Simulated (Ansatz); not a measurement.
## Al₂Ru: do energies and stresses tell the same story?

All numbers below come from Ansatz 0.2.0, DFT PBEsol, scalar-relativistic, plane waves, PAW.

Plane waves to 420 eV, a k mesh through Γ of 18×18×18 on the computed 3-atom cell and Gaussian smearing (0.10 eV); no spin polarisation.

Relaxed cell: I4/mmm, a = 3.121 Å, b = 3.121 Å, c = 8.423 Å, α = 90.00°, β = 90.00°, γ = 90.00°, 3 atoms in the primitive cell. Whether it is the stable form of this composition wasn't checked.

Energies at zero smearing and pressures from the stress tensor, at volumes with shape and atoms relaxed:
```csv
V (Å³/atom),E − E(first) (meV/atom),P (GPa)
12.036,0.00,30.13
12.447,-64.71,20.67
12.857,-107.08,12.64
13.267,-130.43,5.80
13.678,-137.63,0.00
14.088,-131.08,-4.94
14.498,-112.88,-9.12
15.045,-73.57,-13.70
```

Task: Check P = −dE/dV between neighbouring volumes, and get the bulk modulus from the pressures alone.

Result: With 1 eV/Å³ = 160.2 GPa:
| middle V (Å³/atom) | −ΔE/ΔV (GPa) | mean P (GPa) |
| --- | --- | --- |
| 12.241 | 25.268 | 25.399 |
| 12.652 | 16.542 | 16.654 |
| 13.062 | 9.120 | 9.218 |
| 13.472 | 2.809 | 2.898 |
| 13.883 | -2.555 | -2.473 |
| 14.293 | -7.106 | -7.032 |
| 14.772 | -11.514 | -11.411 |

The two differ by 0.13 GPa at most. The mean of two end pressures misses the average over a step by about ΔV² P″/12, up to 0.13 GPa here; with that taken off 0.02 GPa remains. Around V = 13.678 Å³/atom, the two neighbours give B = −V ΔP/ΔV = 13.678 × 10.74 / 0.821 = 179.0 GPa, against B0 = 178.0 GPa from the Birch–Murnaghan fit of the energies.